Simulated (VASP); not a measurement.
Wanted: the native input for a VASP 6.6.1 run.

* Task: single point
* Functional: r2SCAN
* Potentials or basis: VASP PAW PBE potentials, release 64 (La, O)
* Cutoff: 520 eV
* k mesh: 9 × 9 × 4
* Occupations: gaussian, width 0.02 eV
* Spin: no spin polarisation
* Further INCAR settings: ALGO = Normal; EDIFF = 1e-06; NBANDS = 28

The structure of La2O3 lies in POSCAR:

```
La2O3
1.0
    3.9035800000      0.0000000000      0.0000000000
   -1.9517900000      3.3806000000      0.0000000000
    0.0000000000      0.0000000000      6.0320500000
La O
2 3
Direct
    0.6666700000      0.3333300000      0.7547500000
    0.3333300000      0.6666700000      0.2452500000
    0.6666700000      0.3333300000      0.3539600000
    0.3333300000      0.6666700000      0.6460400000
    0.0000000000      0.0000000000      0.0000000000
```

The cell is a database's computed one.

One way to write it, as run:

INCAR

```
SYSTEM = La2O3
  PREC = Accurate
  ENCUT = 520
  EDIFF = 1E-6
  ISMEAR = 0
  SIGMA = 0.02
  LREAL = .False.
  LASPH = .True.
  NELM = 60
  ALGO = Normal
  ISIF = 2
  LWAVE = .False.
  LCHARG = .False.
  METAGGA = R2SCAN
  LMIXTAU = .True.
  NBANDS = 28
```

KPOINTS

```
regular mesh
0
Gamma
  9 9 4
  0 0 0
```

Potentials or basis: VASP PAW PBE potentials, release 64 (La, O).

The run is started by

```console
$ cat potpaw_PBE.64/La/POTCAR potpaw_PBE.64/O/POTCAR > POTCAR
$ mpirun -np 1 vasp_std > vasp.out
```

It gave:

The pressure is 3.8 GPa. The largest force is 0.124 eV/Å and the band gap on the k mesh is 4.26 eV, indirect (least direct gap 4.36 eV).

Caveat: the PAW data sets were made with another functional, which shifts forces and pressure a little; spin-orbit coupling is left out, which moves the levels of the heavy elements; an odd mesh through Γ misses points on the zone boundary, where band edges often lie.

Run time: 10 min on 1 thread of Intel(R) Xeon(R) 6975P-C (Granite Rapids), on a shared host, peak memory 0.35 GiB.
